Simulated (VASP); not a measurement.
# ZnO (P6_3mc) in VASP: notebook

The runs below take ZnO through relaxation of cell and atoms, with r2SCAN, LDA.

Everything below comes from runs of VASP 6.6.1. Logs are shortened: lines on timing, memory, paths and dates and some standing lists are left out, and cuts for length are marked.

### Step 1. The crystal as given

Symmetry: P6_3mc, No. 186, hexagonal system. Conventional cell: a = 3.249 Å, b = 3.249 Å, c = 5.206 Å, α = 90.00°, β = 90.00°, γ = 120.00°. Zn (site symmetry 3m) has 4 O at 1.97 to 1.98 Å as nearest neighbours. Around O (site symmetry 3m) lie 4 Zn at 1.97 to 1.98 Å.

### Step 2. Relaxation of cell and atoms, r2SCAN

INCAR reads:

```
SYSTEM = ZnO
ALGO     = Normal         ! electronic algorithm
EDIFF    = 1E-6           ! SCF threshold, eV
EDIFFG   = -0.01          ! ionic threshold
ENCUT    = 600            ! plane-wave cutoff, eV
IBRION   = 2              ! ionic algorithm
ISIF     = 3              ! what is computed and relaxed
ISMEAR   = 0              ! smearing method
LASPH    = .True.         ! aspherical terms in the spheres
LCHARG   = .False.        ! write CHGCAR
LMIXTAU  = .True.       
LREAL    = .False.        ! projectors in reciprocal space
LWAVE    = .False.        ! write WAVECAR
METAGGA  = R2SCAN         ! meta-GGA
NELM     = 80             ! most SCF steps
NSW      = 90             ! ionic steps
PREC     = Accurate       ! precision mode
SIGMA    = 0.03           ! smearing width, eV
```

KPOINTS reads:

```
k-points
0
Gamma
  9 9 5
  0 0 0
```

POSCAR reads:

```
ZnO
1.0
    3.2493080000      0.0000000000      0.0000000000
   -1.6246540000      2.8139832700      0.0000000000
    0.0000000000      0.0000000000      5.2057090000
Zn O
2 2
Direct
    0.3333333300      0.6666666700      0.5000000000
    0.6666666700      0.3333333300      0.0000000000
    0.6666666700      0.3333333300      0.3790100000
    0.3333333300      0.6666666700      0.8790100000
```

Potentials or basis: VASP PAW PBE potentials, release 64 (Zn, O).

Run with:

```console
> cat potpaw_PBE.64/Zn/POTCAR potpaw_PBE.64/O/POTCAR > POTCAR
> mpirun -np 1 vasp_std > vasp.out
```

OUTCAR:

```text
SYSTEM = ZnO
   EDIFF = 1E-6
   EDIFFG = -0.01
   ENCUT = 600
   IBRION = 2
   ISIF = 3
   ISMEAR = 0
   LASPH = .True.
   LREAL = .False.
   METAGGA = R2SCAN
   NELM = 80
   NSW = 90
   PREC = Accurate

 ion  position               nearest neighbor table
   1  0.333  0.667  0.500-   4 1.97   3 1.98   3 1.98   3 1.98
   2  0.667  0.333  0.000-   3 1.97   4 1.98   4 1.98   4 1.98
   3  0.667  0.333  0.379-   2 1.97   1 1.98   1 1.98   1 1.98
   4  0.333  0.667  0.879-   1 1.97   2 1.98   2 1.98   2 1.98

  LATTYP: Found a hexagonal cell.
 ALAT       =     3.2493080000
 C/A-ratio  =     1.6020977390

  Lattice vectors:

 A1 = (   3.2493080000,   0.0000000000,   0.0000000000)
 A2 = (  -1.6246540000,   2.8139832700,   0.0000000000)
 A3 = (   0.0000000000,   0.0000000000,   5.2057090000)

Analysis of symmetry for initial positions (statically):
=====================================================================
 Subroutine PRICEL returns:
 Original cell was already a primitive cell.

 Routine SETGRP: Setting up the symmetry group for a
 hexagonal supercell.

 Subroutine GETGRP returns: Found 12 space group operations
 (whereof  6 operations were pure point group operations)
 out of a pool of 24 trial point group operations.

The static configuration has the point symmetry C_3v.
 The point group associated with its full space group is C_6v.

Analysis of symmetry for dynamics (positions and initial velocities):
=====================================================================
 Subroutine PRICEL returns:
 Original cell was already a primitive cell.

 Routine SETGRP: Setting up the symmetry group for a
 hexagonal supercell.

 Subroutine GETGRP returns: Found 12 space group operations
 (whereof  6 operations were pure point group operations)
 out of a pool of 24 trial point group operations.

The dynamic configuration has the point symmetry C_3v.
 The point group associated with its full space group is C_6v.

 Subroutine INISYM returns: Found 12 space group operations
 (whereof  6 operations are pure point group operations),
 and found     1 'primitive' translations

[... 104 lines left out ...]
   ISIF   =      3    stress and relaxation
   ISYM   =      2    0-nonsym 1-usesym 2-fastsym
   POTIM  = 0.5000    time-step for ionic-motion
   TEBEG  =    0.0;   TEEND  =   0.0 temperature during run
   PSTRESS=    0.0 pullay stress
   NELECT =      36.0000    total number of electrons
   NUPDOWN=      -1.0000    fix difference up-down
   EMIN   =  10.00;   EMAX   =-10.00  energy-range for DOS
   EFERMI =   0.00;   METHOD = LEGACY
   ISMEAR =     0;   SIGMA  =   0.03  broadening in eV -4-tet -1-fermi 0-gaus
   EFERMI_NEDOS =   21; number of points for ismear=-14 and -15
   IALGO  =     38    algorithm
   IMIX   =      4    mixing-type and parameters
     AMIX     =   0.40;   BMIX     =  1.00
     AMIX_MAG =   1.60;   BMIX_MAG =  1.00
  volume/ion in A,a.u.               =      11.90        80.30
  Fermi-wavevector in a.u.,A,eV,Ry     =   1.491574  2.818667 30.270160  2.224794
  Thomas-Fermi vector in A             =   2.604212
   LORBIT       =      0    0 simple, 1 ext, 2 COOP (PROOUT), +10 PAW based schemes
   METAGGA = R2SCAN    functional components
   LHFCALC =     F    Hartree Fock is set to
   AEXX    =    0.0000 exact exchange contribution
   IVDW    =     0    specifies the selected vdW correction
   LEPSILON=     F    determine dielectric tensor
   LRPA    =     F    only Hartree local field effects (RPA)
 conjugate gradient relaxation of ions
 non-spin polarized calculation
 Gauss-broadening in eV      SIGMA  =   0.03
  energy-cutoff  :      600.00
  volume of cell :       47.60
 maximum number of plane-waves:      1605
 NGX is ok and might be reduce to    28
   NGX = 13   NGY = 13   NGZ = 21

--------------------------------------- Ionic step        1  -------------------------------------------

 number of electron      36.0000008 magnetization

 Free energy of the ion-electron system (eV)
  ---------------------------------------------------
  ext. energy  EPLUGINS =         0.00000000
  ---------------------------------------------------
  free energy    TOTEN  =       -36.32291413 eV

  energy without entropy =      -36.32291413  energy(sigma->0) =      -36.32291413

------------------------ aborting loop because EDIFF is reached ----------------------------------------

  FORCE on cell =-STRESS in cart. coord.  units (eV):
  Direction    XX          YY          ZZ          XY          YZ          ZX
  --------------------------------------------------------------------------------------
  -------------------------------------------------------------------------------------
  Total       -0.2811066     -0.2811066      0.1708797      0.0000000      0.0000000     -0.0000000
  in kB       -9.4621405     -9.4621405      5.7518646      0.0000000      0.0000000     -0.0000000
  external PRESSURE =      -4.3908054 kB  Pullay stress =       0.0000000 kB
[... 215 lines left out ...]
--------------------------------------- Ionic step        7  -------------------------------------------

 number of electron      36.0000008 magnetization

 Free energy of the ion-electron system (eV)
  ---------------------------------------------------
  ext. energy  EPLUGINS =         0.00000000
  ---------------------------------------------------
  free energy    TOTEN  =       -36.32416058 eV

  energy without entropy =      -36.32416058  energy(sigma->0) =      -36.32416058

 E-fermi :   1.0700     XC(G=0): -11.6774

 val. band max:        0.8715893403   @ k =   0.0000   0.0000   0.0000
 cond. band min:       2.1004200184   @ k =   0.0000   0.0000   0.0000
 fundamental gap:      1.2288306781
 Fermi energy:         1.0700249813

 k-point     1 :       0.0000    0.0000    0.0000
  band No.  band energies     occupation
      1     -18.2327      2.00000
      2     -17.5428      2.00000
      3      -4.9614      2.00000
      4      -4.9613      2.00000
      5      -4.9041      2.00000
      6      -4.8385      2.00000
[... 589 lines left out ...]
     21       9.3487      0.00000
     22       9.5138      0.00000

 [... further k-points ...]

------------------------ aborting loop because EDIFF is reached ----------------------------------------

  FORCE on cell =-STRESS in cart. coord.  units (eV):
  Direction    XX          YY          ZZ          XY          YZ          ZX
  --------------------------------------------------------------------------------------
  -------------------------------------------------------------------------------------
  Total       -0.0108216     -0.0108216     -0.0091997      0.0000000      0.0000000      0.0000000
  in kB       -0.3652583     -0.3652583     -0.3105152      0.0000000      0.0000000      0.0000000
  external PRESSURE =      -0.3470106 kB  Pullay stress =       0.0000000 kB
[... 19 lines left out ...]
  FREE ENERGIE OF THE ION-ELECTRON SYSTEM (eV)
  ---------------------------------------------------
  free  energy   TOTEN  =       -36.3241605820 eV

  energy  without entropy=      -36.3241605820  energy(sigma->0) =      -36.32416058

 reached required accuracy - stopping structural energy minimisation
```

CONTCAR:

```text
ZnO
   1.00000000000000
     3.2414029725498796    0.0000000000000000   -0.0000000000000000
    -1.6207014862749398    2.8071373154304395   -0.0000000000000000
    -0.0000000000000000    0.0000000000000000    5.2167996739910141
  Zn              O
     2     2
Direct
     0.3333333300000021    0.6666666699999979    0.4995662651331103
     0.6666666699999979    0.3333333300000021    0.9995662651331101
     0.6666666699999979    0.3333333300000021    0.3794437348668907
     0.3333333300000021    0.6666666699999979    0.8794437348668909

  0.00000000E+00  0.00000000E+00  0.00000000E+00
  0.00000000E+00  0.00000000E+00  0.00000000E+00
  0.00000000E+00  0.00000000E+00  0.00000000E+00
  0.00000000E+00  0.00000000E+00  0.00000000E+00
```

Wall time 7.1 min (1 thread of Intel Xeon 6975P-C (Granite Rapids), shared host); peak memory 0.21 GiB.

What came out:

- Free energy: -36.3242 eV
- Relaxed volume: 11.87 Å³/atom
- Relaxed cell: a = 3.241 Å, b = 3.241 Å, c = 5.217 Å, α = 90.00°, β = 90.00°, γ = 120.00°
- Space group after relaxing (to 0.05 Å): P6_3mc (No. 186)
- Energy gained by relaxing: 0.3 meV/atom
- Ionic steps: 7
- Pressure after relaxing: 0.0 GPa
- Largest force after relaxing: 0.009 eV/Å
- Band gap on the k mesh: 1.23 eV, direct

Forces on the atoms (eV/Å):
```
Zn   0.000  0.000  0.009
Zn   0.000  0.000  0.009
O    0.000  0.000 -0.009
O    0.000  0.000 -0.009
```

The path:
```
step  energy change (eV)  largest force (eV/Å)  pressure (GPa)  volume (Å³)
   1              0.0000                0.0657           -0.44        47.60
   2             -0.0012                0.0287            0.27        47.37
   3             -0.0013                0.0078            0.12        47.42
   4             -0.0013                0.0029            0.07        47.44
   5             -0.0013                0.0046            0.11        47.43
   6             -0.0012                0.0103           -0.06        47.48
   7             -0.0012                0.0092           -0.03        47.47
```

Final structure:
```yaml
crystal:
  lattice:
    - [3.24140, 0.00000, 0.00000]
    - [-1.62070, 2.80714, 0.00000]
    - [0.00000, 0.00000, 5.21680]
  atoms:
    - { symbol: Zn, position: [0.33333, 0.66667, 0.49957] }
    - { symbol: Zn, position: [0.66667, 0.33333, 0.99957] }
    - { symbol: O, position: [0.66667, 0.33333, 0.37944] }
    - { symbol: O, position: [0.33333, 0.66667, 0.87944] }
```

Caveat: the PAW data sets were made with another functional, which shifts forces and pressure a little.

(Continued in part 2 of 2.)
